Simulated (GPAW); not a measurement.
Crystal: LiCl.

```
Cl Li
1.0
     0.00000    2.56477    2.56477
     2.56477    0.00000    2.56477
     2.56477    2.56477    0.00000
Cl Li
1 1
Direct
  0.50000 0.50000 0.50000
  0.00000 0.00000 0.00000
```

Program: GPAW 26.7.0. Alike in all runs: no spin polarisation; cell as given; cutoff (eV) 800.

Order these runs on this cell by their pressure, lowest first.
A. level OLYP; potentials or basis PAW data sets generated in the run's folder for this functional, pw; k mesh 7 × 7 × 7; smearing fermi-dirac 0.05 eV; eigensolver davidson; band path GXWKGLUWLK,UX; band points 100
B. level LDA; potentials or basis the program's PAW data sets (release 1.2.1) made for this functional, pw; k mesh 7 × 7 × 7; smearing fermi-dirac 0.05 eV; band path GXWKGLUWLK,UX; band points 60
C. level PBE; potentials or basis GPAW PAW data sets (gpaw-data 1.2.1), pw; k mesh 9 × 9 × 9; smearing gaussian 0.012 eV
D. level PBEsol; potentials or basis PAW data sets generated in the run's folder for this functional, pw; k mesh 9 × 9 × 9; smearing fermi-dirac 0.05 eV

B (-2.8 GPa), D (-1.2 GPa), C (0.5 GPa), A (3.3 GPa).

Not every run made on this cell is shown here.
